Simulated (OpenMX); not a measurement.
Runs of OpenMX 3.8.5 on Au. It takes space group Pm-3m (No. 221, cubic). The conventional cell has a = 2.748 Å, b = 2.748 Å, c = 2.748 Å, α = 90.00°, β = 90.00°, γ = 90.00°. Around Au (site symmetry m-3m) lie 6 Au at 2.75 Å. The cell was built by a generator and needn't be a form met in nature.

```csv
level,gap on the mesh (eV),pressure (GPa)
PBE+D3,none,(a)
PBE+D4,none,-3.0
PBE,none,1.1
PBE+D3(BJ),none,-3.2
```

Alike in all rows: task single point; potentials or basis OpenMX 2013 PBE set, Au7.0-s3p2d2f1, grid cutoff 400 Ry; no spin polarisation; cell as given; k mesh 7 × 7 × 7; smearing fermi-dirac 0.05 eV.

Problem. Fill in the values left out.

Solution. (a) -5.1.

Caveats: the basis of atomic orbitals isn't converged, which shifts pressures, moduli and gaps; pairwise dispersion overbinds metals, which lowers pressure and volume (some runs).

A k mesh can miss the band edges, and the runs leave out spin-orbit coupling on Au.

A gap of «none» marks a metal or a gap under the smearing width.

Not every run made on this cell is shown here.
